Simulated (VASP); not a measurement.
A run of VASP 6.6.1:

File INCAR:

```
PREC = Accurate
ENCUT = 600
EDIFF = 1E-6
ISMEAR = 0
SIGMA = 0.03
LREAL = False
LASPH = True
NELM = 80
ALGO = Normal
ISIF = 3
LWAVE = False
LCHARG = False
GGA = PS
IBRION = 2
NSW = 90
EDIFFG = -0.01
KPAR = 2
```

KPOINTS

```
Automatic mesh
0
Gamma
  8 8 8
```

File POSCAR:

```
KTaO3
1.0
    3.9883000000      0.0000000000      0.0000000000
    0.0000000000      3.9883000000      0.0000000000
    0.0000000000      0.0000000000      3.9883000000
K Ta O
1 1 3
Direct
    0.5000000000      0.5000000000      0.5000000000
    0.0000000000      0.0000000000      0.0000000000
    0.5000000000      0.0000000000      0.0000000000
    0.0000000000      0.5000000000      0.0000000000
    0.0000000000      0.0000000000      0.5000000000
```

Potentials or basis: VASP PAW PBE potentials, release 64 (K_sv, Ta_pv, O).

Launch:

```console
$ cat potpaw_PBE.64/K_sv/POTCAR potpaw_PBE.64/Ta_pv/POTCAR potpaw_PBE.64/O/POTCAR > POTCAR
$ mpirun -np 2 vasp_std > vasp.out
```

Hardware: 2 MPI ranks on Intel(R) Xeon(R) 6975P-C (Granite Rapids), on a shared host.

How long does it take, and how much memory?

Run time: 21 s on 2 MPI ranks on Intel(R) Xeon(R) 6975P-C (Granite Rapids) (shared host), peak memory 0.21 GiB a rank. Counts: scf iterations 25, k points 35, ion steps 3.
